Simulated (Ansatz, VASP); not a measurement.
# One calculation of Fe, two programs

```
Fe
1.0
     2.72294    0.00000    0.00000
     0.00000    2.72294    0.00000
     0.00000    0.00000    2.72294
Fe
2
Cartesian
  0.0000 0.0000 0.0000
  1.3615 1.3615 1.3615
```

Alike in both runs: functional PBEsol; k mesh 11 × 11 × 11; occupations fermi-dirac, width 0.05 eV; collinear spin.

Ansatz relaxed the structure, and its values are those at the end. VASP's run is a single point on that final structure, the one shown.

```csv
,VASP,Ansatz
version,VASP 6.6.1,Ansatz 0.2.0
potentials or method,"VASP PAW PBE potentials, release 64 (Fe)","plane waves (420 eV) with PAW, scalar-relativistic"
plane-wave cutoff (eV),520,420
valence electrons in the cell,16,32
```

VASP gave:

```
pressure (GPa)                                                : 4.0
net moment per atom (μB)                                      : 0.00
size of the moment on the site where the two differ most (μB) : 0.79
```

Task: What did Ansatz give for the same quantities?

Result: Pressure (GPa): 0.0; net moment per atom (μB): 0.00; size of the moment on the site where the two differ most (μB): 0.00.

Site moments also hang on the region over which each program counts them. The two sets of potentials don't hold the same shells in valence. Ansatz warned: «pseudo_functional_mismatch».

Caveats: the PAW data sets were made with another functional, which shifts forces and pressure a little (VASP).
